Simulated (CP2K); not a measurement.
**CsSnBr3: band structure with r2SCAN**

**Experimental background.**

From “Influence of hidden halogen mobility on local structure of CsSn(Cl1−xBrx)3 mixed-halide perovskites by solid-state NMR”, 2020, pmc:8179406, for a powder of CsSnBr3 at 300 K: band gap 1.79 eV (optical).

CsSnBr3:

```
CELL_PARAMETERS angstrom
5.83901 0.00000 0.00000
0.00000 5.83901 0.00000
0.00000 0.00000 5.83901
ATOMIC_POSITIONS crystal
Cs 0.00000 0.00000 0.00000
Sn 0.50000 0.50000 0.50000
Br 0.00000 0.50000 0.50000
Br 0.50000 0.50000 0.00000
Br 0.50000 0.00000 0.50000
```

The cell is a database's computed one.

```json
{
 "Program": "CP2K 2026.2",
 "Task": "band structure",
 "Functional": "r2SCAN",
 "Potentials or basis": "POTENTIAL_UZH Cs GTH-SCAN-q9, Sn GTH-SCAN-q4, Br GTH-SCAN-q7; TZVP-MOLOPT-SCAN-GTH basis",
 "Density cutoff": "9184 eV",
 "k mesh": "5 × 5 × 5",
 "Occupations": "fermi-dirac, width 0.05 eV",
 "Spin": "no spin polarisation",
 "SCF solver": "diagonalisation with k points",
 "Quickstep method": "GPW",
 "EPS_DEFAULT": "1.0E-9",
 "EPS_SCF": "1.0E-6",
 "MAX_SCF": "100",
 "SCF_GUESS": "ATOMIC",
 "k points reduced by the point group": "yes",
 "Mesh centred on Gamma": "yes",
 "CHOLESKY": "OFF",
 "EPS_EIGVAL": "1.0E-7",
 "MIXING METHOD": "BROYDEN_MIXING",
 "MIXING ALPHA": "0.4",
 "NBUFFER": "8",
 "NGRIDS": "5",
 "Basis sets": "Cs TZVP-MOLOPT-SCAN-GTH-q9, Sn TZVP-MOLOPT-SCAN-GTH-q4, Br TZVP-MOLOPT-SCAN-GTH-q7",
 "Potentials": "Cs GTH-SCAN-q9 of POTENTIAL_UZH, Sn GTH-SCAN-q4 of POTENTIAL_UZH, Br GTH-SCAN-q7 of POTENTIAL_UZH",
 "ADDED_MOS": "[16]",
 "Points a segment of the path (NPOINTS)": "6",
 "Bands added on the path": "2",
 "MPI ranks": "4",
 "REL_CUTOFF (Ry)": "60 Ry",
 "MIXING BETA (1/bohr)": "1.5 1/bohr",
 "CUTOFF of the grids": "675 Ry"
}
```

```
Pressure                : -0.7 GPa
Band gap along the path : 0.61 eV, direct
Mulliken charges        : Cs +0.82; Sn +0.68; Br -0.50 e
```

Levels at the corners of the path, in eV from the valence-band top:
| point | band 14 | band 15 | band 16 | band 17 | band 18 | band 19 | band 20 | band 21 |
| --- | --- | --- | --- | --- | --- | --- | --- | --- |
| Γ | -3.17 | -3.04 | -3.04 | -3.04 | 2.73 | 4.16 | 4.16 | 5.12 |
| X | -3.30 | -3.16 | -3.16 | -2.23 | 1.55 | 4.18 | 4.72 | 4.72 |
| M | -3.45 | -3.45 | -2.69 | -1.09 | 1.12 | 1.12 | 4.35 | 5.08 |
| Γ | -3.17 | -3.04 | -3.04 | -3.04 | 2.73 | 4.16 | 4.16 | 5.12 |
| R | -2.68 | -2.68 | -2.68 | 0.00 | 0.61 | 0.61 | 0.61 | 4.41 |
| X | -3.30 | -3.16 | -3.16 | -2.23 | 1.55 | 4.18 | 4.72 | 4.72 |
| M | -3.45 | -3.45 | -2.69 | -1.09 | 1.12 | 1.12 | 4.35 | 5.08 |
| R | -2.68 | -2.68 | -2.68 | 0.00 | 0.61 | 0.61 | 0.61 | 4.41 |

Run time: 17 s on 4 MPI ranks on Intel(R) Xeon(R) 6975P-C (Granite Rapids) (shared host).

A measured gap of CsSnBr3 is 1.79 eV (optical; 300 K; powder; “Influence of hidden halogen mobility on local structure of CsSn(Cl1−xBrx)3 mixed-halide perovskites by solid-state NMR”, 2020, pmc:8179406); the calculated 0.61 eV misses it by -1.18 eV. So large a miss can be the level of theory's own, or it may mean another phase, state or a wrong row. Spin-orbit coupling on Br, Cs, Sn is left out. The value is that of r2SCAN in an atomic basis (POTENTIAL_UZH Cs GTH-SCAN-q9, Sn GTH-SCAN-q4, Br GTH-SCAN-q7; TZVP-MOLOPT-SCAN-GTH basis), whose error adds to the functional's,, without temperature or zero-point motion. The cell is a database's relaxed one, not the measured one, which moves gaps too.

Caveat: Mulliken charges move with the basis; spin-orbit coupling is left out, which moves the levels of the heavy elements; the basis of atomic orbitals isn't converged, which shifts pressures, moduli and gaps.
